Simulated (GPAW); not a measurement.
**InP: equation of state with RPBE**

The system is InP.

```
CELL_PARAMETERS angstrom
0.00000 2.93050 2.93050
2.93050 0.00000 2.93050
2.93050 2.93050 0.00000
ATOMIC_POSITIONS crystal
In 0.00000 0.00000 0.00000
P 0.25000 0.25000 0.25000
```

* Program: GPAW 26.7.0
* Task: equation of state
* Functional: RPBE
* Potentials or basis: the program's PAW data sets (release 1.2.1) made for this functional
* Cutoff: 600 eV
* Basis: pw
* k mesh: 6 × 6 × 6
* Occupations: fermi-dirac, width 0.05 eV
* Spin: no spin polarisation
* Maxiter: 150
* Eos scales: [0.94, 0.96, 0.98, 1.0, 1.02, 1.04, 1.06]

```
Equilibrium volume : 27.13 Å³/atom (rough: see the caveat)
Bulk modulus       : 56 GPa (rough)
```

Energy against volume, from the lowest point:
| volume (Å³/atom) | energy (meV/atom) |
| --- | --- |
| 23.657 | 98.19 |
| 24.160 | 68.61 |
| 24.663 | 45.06 |
| 25.167 | 26.94 |
| 25.670 | 13.72 |
| 26.173 | 4.89 |
| 26.677 | 0.00 |

Run time: 62 s on 1 thread of Arm Neoverse V2 (shared host), peak memory 0.21 GiB.

Caveat: the minimum lies outside the volumes run.
